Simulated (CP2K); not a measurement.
Ag:

```
CELL_PARAMETERS angstrom
2.88888 0.00000 0.00000
1.44444 2.50185 0.00000
1.44444 0.83395 2.35876
ATOMIC_POSITIONS crystal
Ag 0.00000 0.00000 0.00000
```

Program: CP2K 2026.2. Alike in all runs: task band structure; no spin polarisation; cell as given; k mesh 11 × 11 × 11.

Q: Order these runs on this cell by their pressure, lowest first.
A. level PBE; potentials or basis POTENTIAL_UZH Ag GTH-PBE-q11; TZVP-MOLOPT-PBE-GTH basis; smearing fermi-dirac 0.0259 eV; NGRIDS 4; basis sets Ag TZVP-MOLOPT-PBE-GTH-q11; potentials Ag GTH-PBE-q11 of POTENTIAL_UZH; points a segment of the path (NPOINTS) 8; bands added on the path 6
B. level r2SCAN; potentials or basis POTENTIAL_UZH Ag GTH-SCAN-q11; TZVP-MOLOPT-SCAN-GTH basis; smearing fermi-dirac 0.01 eV; NGRIDS 4; basis sets Ag TZVP-MOLOPT-SCAN-GTH-q11; potentials Ag GTH-SCAN-q11 of POTENTIAL_UZH; points a segment of the path (NPOINTS) 8; bands added on the path 2
C. level PBEsol; potentials or basis POTENTIAL_UZH Ag GTH-PBE-q11; TZVP-MOLOPT-PBE-GTH basis; smearing fermi-dirac 0.01 eV; NGRIDS 5; basis sets Ag TZVP-MOLOPT-PBE-GTH-q11; potentials Ag GTH-PBE-q11 of POTENTIAL_UZH; points a segment of the path (NPOINTS) 10; bands added on the path 2
D. level LDA; potentials or basis GTH_POTENTIALS Ag GTH-PADE-q11; TZVP-MOLOPT-PBE-GTH basis; smearing fermi-dirac 0.05 eV; NGRIDS 4; basis sets Ag TZVP-MOLOPT-PBE-GTH-q11; potentials Ag GTH-PADE-q11 of GTH_POTENTIALS; points a segment of the path (NPOINTS) 8; bands added on the path 4

A: D (-7.6 GPa), C (-2.5 GPa), B (1.6 GPa), A (4.1 GPa).

Caveats: the basis of atomic orbitals isn't converged, which shifts pressures, moduli and gaps; the potentials were made for another functional, which shifts forces and pressure (some runs).

Not every run made on this cell is shown here.
